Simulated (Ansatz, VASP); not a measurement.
**InSe: VASP beside Ansatz**

File INCAR:

```
SYSTEM = InSe
  PREC = Accurate
  ENCUT = 520
  EDIFF = 1E-7
  ISMEAR = -1
  SIGMA = 0.05
  LREAL = .FALSE.
  LASPH = .TRUE.
  NELM = 60
  ALGO = Normal
  ISIF = 2
  LWAVE = .FALSE.
  LCHARG = .FALSE.
  GGA = PE
  NBANDS = 16
```

Contents of KPOINTS:

```
regular mesh
0
G
  7 7 7
  0 0 0
```

The input POSCAR:

```
InSe
1.0
    3.6320400000      0.0000000000      0.0000000000
    0.0000000000      3.6320400000      0.0000000000
    0.0000000000      0.0000000000      3.6320400000
In Se
1 1
Direct
    0.5000000000      0.5000000000      0.5000000000
    0.0000000000      0.0000000000      0.0000000000
```

File input.yaml:

```yaml
crystal:
  lattice:
    - [3.63204, 0.0, 0.0]
    - [0.0, 3.63204, 0.0]
    - [0.0, 0.0, 3.63204]
  atoms:
    - { symbol: In, position: [0.5, 0.5, 0.5] }
    - { symbol: Se, position: [0.0, 0.0, 0.0] }
hamiltonian:
  xc: pbe
  pseudopotentials: { kind: paw }
kpoints:
  mp_grid: { grid: [7, 7, 7] }
scf:
  occupations: { method: fermi_dirac, width: 0.05 }
output:
  forces: true
  stress: true
  eigenvalues: true
```

The cell was built by a generator and needn't be a form met in nature.

Alike in both runs: task single point; functional PBE; k mesh 7 × 7 × 7; occupations fermi-dirac, width 0.05 eV; no spin polarisation.

```csv
,VASP,Ansatz
version,VASP 6.6.1,Ansatz 0.2.0
potentials or method,"VASP PAW PBE potentials, release 64 (In_d, Se)",Ansatz PAW
plane-wave cutoff (eV),520,420
valence electrons in the cell,19,29
```

|  | VASP | Ansatz | Ansatz less VASP |
| --- | --- | --- | --- |
| gap on the k mesh at the Fermi level (eV) | none | none | - |
| pressure (GPa) | 0.0 | 0.0 | -0.01 |

A gap of «none» marks a metal or a gap that the smearing closes. The two sets of potentials don't hold the same shells in valence.
